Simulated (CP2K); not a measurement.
# Mo (Im-3m) in CP2K: notebook

Aim: see how the results for Mo move with the level of theory and the settings. Levels: vdW-DF-cx, TASK. Tasks: single point.

All numbers are computed with CP2K 2026.2; they aren't measurements. Logs are shortened: lines on timing, memory, paths and dates and some standing lists are left out, and cuts for length are marked.

### Step 1. Starting point

It takes space group Im-3m (No. 229, cubic). The conventional cell has a = 3.168 Å, b = 3.168 Å, c = 3.168 Å, α = 90.00°, β = 90.00°, γ = 90.00°. Mo (site symmetry m-3m) is surrounded by 8 Mo at 2.74 Å.

### Step 2. Single point, vdW-DF-cx

mo_scf.inp reads:

```
&GLOBAL
  PROJECT mo_scf
  RUN_TYPE ENERGY_FORCE
  PRINT_LEVEL LOW
&END GLOBAL
&FORCE_EVAL
  METHOD QS
  STRESS_TENSOR ANALYTICAL
  &DFT
    BASIS_SET_FILE_NAME BASIS_MOLOPT_UZH
    POTENTIAL_FILE_NAME POTENTIAL_UZH
    &MGRID
      CUTOFF 675
      REL_CUTOFF 60
      NGRIDS 4
    &END MGRID
    &QS
      METHOD GPW
      EPS_DEFAULT 1.0E-9
    &END QS
    &KPOINTS
      SCHEME MONKHORST-PACK 12 12 12
      GAMMA_CENTERED T
      SYMMETRY T
      SYMMETRY_BACKEND SPGLIB
    &END KPOINTS
    &SCF
      SCF_GUESS ATOMIC
      EPS_SCF 1.0E-6
      MAX_SCF 100
      ADDED_MOS 11
      CHOLESKY OFF
      EPS_EIGVAL 1.0E-7
      &DIAGONALIZATION ON
        ALGORITHM STANDARD
      &END DIAGONALIZATION
      &MIXING ON
        METHOD BROYDEN_MIXING
        ALPHA 0.4
        BETA 1.5
        NBUFFER 8
      &END MIXING
      &SMEAR ON
        METHOD FERMI_DIRAC
        ELECTRONIC_TEMPERATURE 580.23
      &END SMEAR
    &END SCF
    &XC
      &XC_FUNCTIONAL
        &GGA_X_LV_RPW86
        &END GGA_X_LV_RPW86
        &LDA_C_PW
        &END LDA_C_PW
      &END XC_FUNCTIONAL
      &VDW_POTENTIAL
        POTENTIAL_TYPE NON_LOCAL
        &NON_LOCAL
          TYPE DRSLL
          KERNEL_FILE_NAME vdW_kernel_table.dat
          CUTOFF 300
        &END NON_LOCAL
      &END VDW_POTENTIAL
    &END XC
    &PRINT
      &KPOINTS ON
      &END KPOINTS
      &MULLIKEN ON
      &END MULLIKEN
      &MO ON
        ENERGIES T
        OCCUPATION_NUMBERS T
        &EACH
          QS_SCF 0
        &END EACH
        ADD_LAST NUMERIC
      &END MO
    &END PRINT
  &END DFT
  &SUBSYS
    &CELL
      A 2.7432376088 0.0000000000 0.0000000000
      B -0.9144125363 2.5863492208 0.0000000000
      C -0.9144125363 -1.2931746104 2.2398441283
      PERIODIC XYZ
    &END CELL
    &COORD
      Mo  0.0000000000 0.0000000000 0.0000000000
    &END COORD
    &KIND Mo
      BASIS_SET TZVP-MOLOPT-PBE-GTH-q14
      POTENTIAL GTH-PBE-q14
    &END KIND
    &PRINT
      &ATOMIC_COORDINATES ON
      &END ATOMIC_COORDINATES
      &CELL ON
      &END CELL
    &END PRINT
  &END SUBSYS
  &PRINT
    &FORCES ON
    &END FORCES
    &STRESS_TENSOR ON
    &END STRESS_TENSOR
  &END PRINT
&END FORCE_EVAL
```

Potentials or basis: POTENTIAL_UZH Mo GTH-PBE-q14; TZVP-MOLOPT-PBE-GTH basis.

Run with:

```console
$ OMP_NUM_THREADS=1 cp2k.psmp -i mo_scf.inp -o mo_scf.out
```

mo_scf.out:

```text

 CP2K| version string:                                       CP2K version 2026.2
 CP2K| Input file name                                                mo_scf.inp

 GLOBAL| Force Environment number                                              1
 GLOBAL| Basis set file name                                    BASIS_MOLOPT_UZH
 GLOBAL| Potential file name                                       POTENTIAL_UZH
 GLOBAL| MM Potential file name                                     MM_POTENTIAL
 GLOBAL| Coordinate file name                                      __STD_INPUT__
 GLOBAL| Method name                                                        CP2K
 GLOBAL| Project name                                                     mo_scf
 GLOBAL| Run type                                                   ENERGY_FORCE
 GLOBAL| FFT library                                                       FFTW3
[... 8 lines left out ...]
 GLOBAL| CPU model name                                                  UNKNOWN

 CELL| Volume [angstrom^3]:                                            15.891628
 CELL| Vector a [angstrom]:       2.743     0.000     0.000   |a| =     2.743238
 CELL| Vector b [angstrom]:      -0.914     2.586     0.000   |b| =     2.743238
 CELL| Vector c [angstrom]:      -0.914    -1.293     2.240   |c| =     2.743238
 CELL| Angle (b,c), alpha [degree]:                                   109.471221
 CELL| Angle (a,c), beta  [degree]:                                   109.471221
 CELL| Angle (a,b), gamma [degree]:                                   109.471221
 CELL| Numerically orthorhombic:                                              NO
 CELL| Periodicity                                                           XYZ

 CELL_REF| Volume [angstrom^3]:                                        15.891628
 CELL_REF| Vector a [angstrom     2.743     0.000     0.000   |a| =     2.743238
 CELL_REF| Vector b [angstrom    -0.914     2.586     0.000   |b| =     2.743238
 CELL_REF| Vector c [angstrom    -0.914    -1.293     2.240   |c| =     2.743238
 CELL_REF| Angle (b,c), alpha [degree]:                               109.471221
 CELL_REF| Angle (a,c), beta  [degree]:                               109.471221
 CELL_REF| Angle (a,b), gamma [degree]:                               109.471221
 CELL_REF| Numerically orthorhombic:                                          NO
 CELL_REF| Periodicity                                                       XYZ
[... 9 lines left out ...]
 TOTAL NUMBERS AND MAXIMUM NUMBERS

  Total number of            - Atomic kinds:                                   1
                             - Atoms:                                          1
                             - Shell sets:                                     1
                             - Shells:                                        11
                             - Primitive Cartesian functions:                  6
                             - Cartesian basis functions:                     41
                             - Spherical basis functions:                     35

  Maximum angular momentum of- Orbital basis functions:                        3
                             - Local part of the GTH pseudopotential:          2
                             - Non-local part of the GTH pseudopotential:      4

 MODULE QUICKSTEP: ATOMIC COORDINATES IN ANGSTROM

   Atom Kind Element         X             Y             Z       Z(eff)     Mass
      1    1 Mo   42      0.000000      0.000000      0.000000  14.0000  95.9600

 SCF PARAMETERS         Density guess:                                    ATOMIC
[... 9 lines left out ...]
                        --------------------------------------------------------
                        level_shift [a.u.]:                             0.000000
                        added MOs                                        11    0
                        --------------------------------------------------------
                        Mixing method:                            BROYDEN_MIXING
[... 11 lines left out ...]
 *******************************************************************************
 BRILLOUIN| K-point scheme                                        Monkhorst-Pack
 BRILLOUIN| K-Point grid                                            12   12   12
 BRILLOUIN| Gamma-centered k-point mesh                                     ON
 BRILLOUIN| K-point symmetry accuracy                               0.100000E-05
 BRILLOUIN| K-Point point group symmetrization                                ON
 BRILLOUIN| Symmetry backend                                             SPGLIB
 BRILLOUIN| Symmetry reduction method                                    SPGLIB
 BRILLOUIN| Wavefunction type                                            COMPLEX
 BRILLOUIN| List of Kpoints [2 Pi/Bohr]                                       72
 BRILLOUIN| Number           Weight            X              Y              Z
 BRILLOUIN|     1           0.00463       -0.41667       -0.41667       -0.41667
 BRILLOUIN|     2           0.01389       -0.41667       -0.41667       -0.33333
 BRILLOUIN|     3           0.01389       -0.41667       -0.41667       -0.25000
 BRILLOUIN|     4           0.01389       -0.41667       -0.41667       -0.16667
 BRILLOUIN|     5           0.00694       -0.41667       -0.41667       -0.08333
 BRILLOUIN|     6           0.01389       -0.41667       -0.41667        0.33333
[... 32 lines left out ...]
 BRILLOUIN|    39           0.02778       -0.33333       -0.16667        0.00000
 BRILLOUIN|    40           0.01389       -0.33333       -0.16667        0.16667
 [... further k-points ...]
 *******************************************************************************

 Extrapolation method: initial_guess

 Number of electrons:                                                         14
 Number of occupied orbitals:                                                  7
 Number of molecular orbitals:                                                18

 Number of orbital functions:                                                 35
 Number of independent orbital functions:                                     35

 SCF WAVEFUNCTION OPTIMIZATION

  Step     Update method      Time    Convergence         Total energy    Change
  ------------------------------------------------------------------------------
     1 NoMix/Diag. 0.40E+00   11.8     1.04394262       -68.1572745851 -6.82E+01
     2 Broy./Diag. 0.40E+00    8.3     0.06639806       -69.1462043396 -9.89E-01
     3 Broy./Diag. 0.40E+00    8.2     0.11407820       -68.3444831407  8.02E-01
     4 Broy./Diag. 0.40E+00    8.3     0.01597652       -67.7938637859  5.51E-01
     5 Broy./Diag. 0.40E+00    8.3     0.00255416       -67.8244722082 -3.06E-02
     6 Broy./Diag. 0.40E+00    8.3     0.00085762       -67.8176259032  6.85E-03
     7 Broy./Diag. 0.40E+00    8.3     0.00009906       -67.8181938845 -5.68E-04
     8 Broy./Diag. 0.40E+00    8.2     0.00004093       -67.8174633707  7.31E-04
     9 Broy./Diag. 0.40E+00    8.2     0.00000737       -67.8174738194 -1.04E-05
    10 Broy./Diag. 0.40E+00    8.2     0.00000645       -67.8174473103  2.65E-05
    11 Broy./Diag. 0.40E+00    8.1     0.00000017       -67.8174478770 -5.67E-07

  *** SCF run converged in    11 steps ***

  Electronic density on regular grids:        -13.9999999973        0.0000000027
  Core density on regular grids:               13.9999999936       -0.0000000064
  Total charge density on r-space grids:       -0.0000000036
  Total charge density g-space grids:          -0.0000000036

  Overlap energy of the core charge distribution:               0.00000000000000
  Self energy of the core charge distribution:               -127.78298541877975
  Core Hamiltonian energy:                                     28.88171057378104
  Hartree energy:                                              38.93200172471253
  Exchange-correlation energy:                                 -7.90879030404536
  Dispersion energy:                                            0.06070485259408
  Electronic entropic energy:                                  -0.00008930525325
  Fermi energy:                                                 0.62126494913093

  Total energy:                                               -67.81744787701312
  Total energy (extrapolated to T->0):                        -67.81740322438650

 MO| EIGENVALUES AND OCCUPATION NUMBERS FOR K POINT 1
 MO|
 MO|  Index      Eigenvalue [a.u.]        Eigenvalue [eV]             Occupation
 MO|      1              -1.609964             -43.809341               2.000000
 MO|      2              -0.681945             -18.556658               2.000000
 MO|      3              -0.681945             -18.556658               2.000000
 MO|      4              -0.665571             -18.111120               2.000000
 MO|      5               0.468308              12.743312               2.000000
 MO|      6               0.468308              12.743312               2.000000
[... 23 lines left out ...]
 MO|      6               0.505561              13.757015               2.000000
[... 10 lines left out ...]
 MO|     17               1.785302              48.580529               0.000000
 MO|     18               1.949124              53.038348               0.000000
 MO| Sum:                                                              14.000000
 MO| E(Fermi):            0.621265 a.u.         16.905479 eV
 MO| Band gap:            0.140970 a.u.          3.835986 eV

 MO| EIGENVALUES AND OCCUPATION NUMBERS FOR K POINT 3
 MO|
 MO|  Index      Eigenvalue [a.u.]        Eigenvalue [eV]             Occupation
 MO|      1              -1.612820             -43.887069               2.000000
 MO|      2              -0.689370             -18.758701               2.000000
 MO|      3              -0.672274             -18.293515               2.000000
 MO|      4              -0.652482             -17.754950               2.000000
 MO|      5               0.474491              12.911550               2.000000
 MO|      6               0.522984              14.231131               2.000000
[... 10 lines left out ...]
 MO|     17               1.829153              49.773792               0.000000
 MO|     18               1.911623              52.017902               0.000000
 MO| Sum:                                                              14.000000
 MO| E(Fermi):            0.621265 a.u.         16.905479 eV
 MO| Band gap:            0.111556 a.u.          3.035584 eV

 MO| EIGENVALUES AND OCCUPATION NUMBERS FOR K POINT 4
 MO|
 MO|  Index      Eigenvalue [a.u.]        Eigenvalue [eV]             Occupation
 MO|      1              -1.613863             -43.915440               2.000000
 MO|      2              -0.692026             -18.830998               2.000000
 MO|      3              -0.666588             -18.138770               2.000000
 MO|      4              -0.649727             -17.679983               2.000000
 MO|      5               0.456005              12.408538               2.000000
 MO|      6               0.507216              13.802046               2.000000
[... 95 lines left out ...]
 MO|      6               0.512448              13.944413               2.000000
[... 10 lines left out ...]
 MO|     17               1.846323              50.240998               0.000000
 MO|     18               1.883950              51.264880               0.000000
 MO| Sum:                                                              14.000000
 MO| E(Fermi):            0.621265 a.u.         16.905479 eV
 MO| Band gap:            0.148423 a.u.          4.038785 eV

 MO| EIGENVALUES AND OCCUPATION NUMBERS FOR K POINT 9
 MO|
 MO|  Index      Eigenvalue [a.u.]        Eigenvalue [eV]             Occupation
 MO|      1              -1.613531             -43.906407               2.000000
 MO|      2              -0.687201             -18.699695               2.000000
 MO|      3              -0.672497             -18.299565               2.000000
 MO|      4              -0.651323             -17.723412               2.000000
 MO|      5               0.477133              12.983446               2.000000
 MO|      6               0.517444              14.080375               2.000000
[... 130 lines left out ...]
 MO|     17               1.753351              47.711101               0.000000
 MO|     18               1.931200              52.550615               0.000000
 MO| Sum:                                                              14.000000
 MO| E(Fermi):            0.621265 a.u.         16.905479 eV

 [... the levels of further k-points ...]

 !-----------------------------------------------------------------------------!
                     Mulliken Population Analysis

 #  Atom  Element  Kind  Atomic population                           Net charge
       1     Mo       1         14.000000                             -0.000000
 # Total charge                             14.000000                 -0.000000

 !-----------------------------------------------------------------------------!

 ENERGY| Total FORCE_EVAL ( QS ) energy [hartree]            -67.817447967052246

 FORCES| Atomic forces [hartree/bohr]
 FORCES|   Atom     x               y               z               |f|
 FORCES|      1  7.18924077E-14 -7.64848825E-15 -5.13747195E-14   8.86926122E-14
 FORCES| Sum     7.18924077E-14 -7.64848825E-15 -5.13747195E-14
 FORCES| Total atomic force                                       8.86926122E-14

 STRESS| Analytical stress tensor [bar]
 STRESS|                        x                   y                   z
 STRESS|      x       -5.82708457303E+04   5.07986499061E-03   8.95804010949E-03
 STRESS|      y        5.07986499061E-03  -5.82708414735E+04   1.30344820158E-02
 STRESS|      z        8.95804010949E-03   1.30344820158E-02  -5.82708269711E+04
 STRESS| 1/3 Trace                                            -5.82708380583E+04
 STRESS| Determinant                                          -1.97858081017E+14

 STRESS| Eigenvectors and eigenvalues of the analytical stress tensor [bar]
 STRESS|                        1                   2                   3
 STRESS| Eigenvalues  -5.82708493698E+04  -5.82708490372E+04  -5.82708157679E+04
 STRESS|      x           0.789398174756      0.520786333959      0.325010947590
 STRESS|      y           0.338039775587     -0.810704985348      0.478002653603
 STRESS|      z          -0.512425245097      0.267467794496      0.816015531160
```

Wall time 1.9 min (1 thread of Arm Neoverse V1, shared host); peak memory 0.33 GiB.

What came out:

* Free energy: -1845.4066 eV
* Pressure: -5.8 GPa
* Band gap on the k mesh: none (metal or under the smearing width)

Caveat: the potentials were made for another functional, which shifts forces and pressure; the basis of atomic orbitals isn't converged, which shifts pressures, moduli and gaps.

### Step 3. Single point, TASK

mo_scf.inp, as its differences from that of step 2:

```diff
@@ -49,4 +49,4 @@
       &XC_FUNCTIONAL
-        &GGA_X_LV_RPW86
-        &END GGA_X_LV_RPW86
+        &MGGA_X_TASK
+        &END MGGA_X_TASK
         &LDA_C_PW
@@ -54,10 +54,2 @@
       &END XC_FUNCTIONAL
-      &VDW_POTENTIAL
-        POTENTIAL_TYPE NON_LOCAL
-        &NON_LOCAL
-          TYPE DRSLL
-          KERNEL_FILE_NAME vdW_kernel_table.dat
-          CUTOFF 300
-        &END NON_LOCAL
-      &END VDW_POTENTIAL
     &END XC
```

Potentials or basis: POTENTIAL_UZH Mo GTH-PBE-q14; TZVP-MOLOPT-PBE-GTH basis.

Run with:

```console
$ OMP_NUM_THREADS=1 cp2k.psmp -i mo_scf.inp -o mo_scf.out
```

Wall time 3.8 min (1 thread of Arm Neoverse V1, shared host); peak memory 0.31 GiB.

The run converged. Its results:

```yaml
Free_energy: -1847.3278 eV
Pressure: -1.8 GPa
Band_gap_on_the_k_mesh: none (metal or under the smearing width)
```

Levels at points of the mesh, in eV from the Fermi level:
```csv
k point,band 5,band 6,band 7,band 8,band 9,band 10
"(0.00, 0.00, 0.00)",-8.07,-1.46,-1.46,-1.46,1.99,1.99
"(0.00, 0.00, 0.50)",-5.85,-3.72,1.77,1.95,2.65,5.12
"(0.50, 0.50, 0.50)",-5.89,-5.89,4.33,4.33,4.33,10.13
```

Caveat: the potentials were made for another functional, which shifts forces and pressure; the basis of atomic orbitals isn't converged, which shifts pressures, moduli and gaps.
